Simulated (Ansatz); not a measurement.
# Stationary points along a deformation path in Al3Ru2

Computed with DFT PBEsol, scalar-relativistic, plane waves, PAW in Ansatz 0.2.0. Cutoff 420 eV, Γ-centred 24×24×24 k-points, Gaussian smearing of 0.15 eV. No spin polarisation. Energies are free energies at this smearing, counted from the undisturbed cell; pressure is positive in compression.

Reference structure (relaxed at this level; it needn't be the usual structure):

```xyz
5
Lattice="-1.5367 1.5367 7.1258 1.5367 -1.5367 7.1258 1.5367 1.5367 -7.1258" Properties=species:S:1:pos:R:3 pbc="T T T"
Al    0.0000    0.0000    0.0000
Al    0.0000    0.0000   11.4905
Al    0.0000    0.0000    2.7612
Ru    0.0000    0.0000    8.6316
Ru    0.0000    0.0000    5.6200
```

At fixed volume and fractional coordinates, lengths along (0.000, 0.000, 1.000) are scaled against those across it; ρ is that ratio over its starting value. V = 13.461 Å³/atom. Δσ is the stress along the axis less the mean stress across it (compression positive).

| ρ | ΔE (meV/atom) | Δσ (GPa) | space group |
| --- | --- | --- | --- |
| 0.850 | 198.0 | 46.40 | I4/mmm |
| 0.920 | 48.9 | 21.61 | I4/mmm |
| 1.000 | 0.0 | 0.13 | I4/mmm |
| 1.100 | 48.8 | -17.04 | I4/mmm |
| 1.200 | 158.2 | -27.12 | I4/mmm |

Problem. How does the stress give the slope of the energy, and where is the energy stationary?

Solution. Along the path d ln(length) is 2/3 d ln ρ on the axis and −1/3 d ln ρ across it, so dE/d ln ρ = −(2/3) V Δσ: the energy falls with ρ where Δσ is positive. Δσ vanishes or changes sign between ρ = 1.000 and 1.100, a minimum (near 1.00 by linear interpolation). Pairs of stationary points between two samples would go unseen, and could change a minimum read from distant neighbours into a maximum.

Problem. Integrate that slope from ρ = 1 to 0.850 by the trapezoid rule.

Solution. With V/N in Å³ and 1 eV/Å³ = 160.2 GPa the slopes at ρ = 1.000, 0.920, 0.850 are -7, -1210, -2599 meV/atom per unit of ln ρ. The steps add 50.7 + 150.7 = 201.5 meV/atom, against 198.0 from the energies; the trapezoid rule misses the curvature of the slope within each step.

Forces appear on the atoms along this scan, and letting them relax would lower the energy and soften the response. In a metal these slopes depend on the k mesh and the smearing.

Cost: 5 runs of about 7.4 core-minutes in all, on Intel Xeon Processor @ 2.70GHz (shared hosts).